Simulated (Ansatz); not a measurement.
Property card for TiAl

All numbers below come from DFT PBE, scalar-relativistic, plane waves, PAW in Ansatz.

Plane waves to 420 eV, a k mesh through Γ of 14×14×10 on the computed 2-atom cell and Gaussian smearing (0.10 eV); no spin polarisation.

The structure is relaxed at this level of theory with its symmetry kept. Whether it is the stable form of this composition wasn't checked.

```cif
data_structure
_symmetry_space_group_name_H-M 'P4/mmm'
_symmetry_Int_Tables_number 123
_cell_length_a 2.8221
_cell_length_b 2.8221
_cell_length_c 4.0768
_cell_angle_alpha 90.000
_cell_angle_beta 90.000
_cell_angle_gamma 90.000
_cell_volume 32.47
loop_
_atom_site_label
_atom_site_type_symbol
_atom_site_symmetry_multiplicity
_atom_site_Wyckoff_symbol
_atom_site_fract_x
_atom_site_fract_y
_atom_site_fract_z
_atom_site_occupancy
Ti1 Ti 1 a 0.00000 0.00000 0.00000 1
Al1 Al 1 d 0.50000 0.50000 0.50000 1
```

Formation energy from the elements' standard states (uncorrected)?

-0.405 eV/atom.

Density of states at the Fermi level?

1.75 states/eV per cell.

Löwdin character within 0.5 eV of the Fermi level?

Ti 3d 80 %, Al 3p 12 %.

Bulk modulus?

114 GPa.

Its pressure derivative?

3.9.

Bader charges (e)?

Ti (1 in the cell) 0.68, Al (1 in the cell) -0.68.